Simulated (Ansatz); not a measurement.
**P (P4/mmm), stationary points along a deformation path**

Method: DFT PBE, scalar-relativistic, plane waves, PAW (Ansatz). The runs took a 420 eV cutoff, a Γ-centred 26×26×14 mesh and Gaussian smearing (0.15 eV). No spin polarisation. Energies are free energies at this smearing, counted from the undisturbed cell; pressure is positive in compression.

Zero of the scan (relaxed at this level; with this scan's settings it stands at 0.2 GPa; this simple cubic form isn't the usual structure):

```
CELL_PARAMETERS angstrom
2.45861 0.00000 0.00517
0.00000 2.45865 0.00000
-0.01025 0.00000 4.84469
ATOMIC_POSITIONS crystal
P 0.00000 0.00000 0.25002
P 0.00000 0.00000 0.74998
```

At fixed volume and fractional coordinates, lengths along (0.000, 0.000, 1.000) are scaled against those across it; ρ is that ratio over its starting value. V = 14.643 Å³/atom. Δσ is the stress along the axis less the mean stress across it (compression positive).

| ρ | ΔE (meV/atom) | Δσ (GPa) | space group |
| --- | --- | --- | --- |
| 0.800 | 485.1 | 75.97 | P2/m |
| 0.850 | 250.1 | 51.78 | P2/m |
| 0.920 | 68.7 | 25.23 | P2/m |
| 0.960 | 20.4 | 11.86 | P4/mmm |
| 1.000 | 0.0 | 5.06 | P4/mmm |
| 1.050 | 3.9 | -7.53 | P4/mmm |
| 1.100 | 36.1 | -15.55 | P2/m |
| 1.200 | 155.6 | -27.12 | P2/m |
| 1.300 | 298.4 | -27.89 | P2/m |

How does the stress give the slope of the energy, and where is the energy stationary?

Along the path d ln(length) is 2/3 d ln ρ on the axis and −1/3 d ln ρ across it, so dE/d ln ρ = −(2/3) V Δσ: the energy falls with ρ where Δσ is positive. Δσ vanishes or changes sign between ρ = 1.000 and 1.050, a minimum (near 1.02 by linear interpolation). Pairs of stationary points between two samples would go unseen, and could change a minimum read from distant neighbours into a maximum.

Integrate that slope from ρ = 1 to 1.200 by the trapezoid rule.

With V/N in Å³ and 1 eV/Å³ = 160.2 GPa the slopes at ρ = 1.000, 1.050, 1.100, 1.200 are -309, 459, 947, 1652 meV/atom per unit of ln ρ. The steps add 3.7 + 32.7 + 113.1 = 149.5 meV/atom, against 155.6 from the energies; the trapezoid rule misses the curvature of the slope within each step.

In a metal these slopes depend on the k mesh and the smearing.

Cost: 9 runs of about 3.2 core-minutes in all, on Intel Xeon 6975P-C (Granite Rapids) (shared hosts).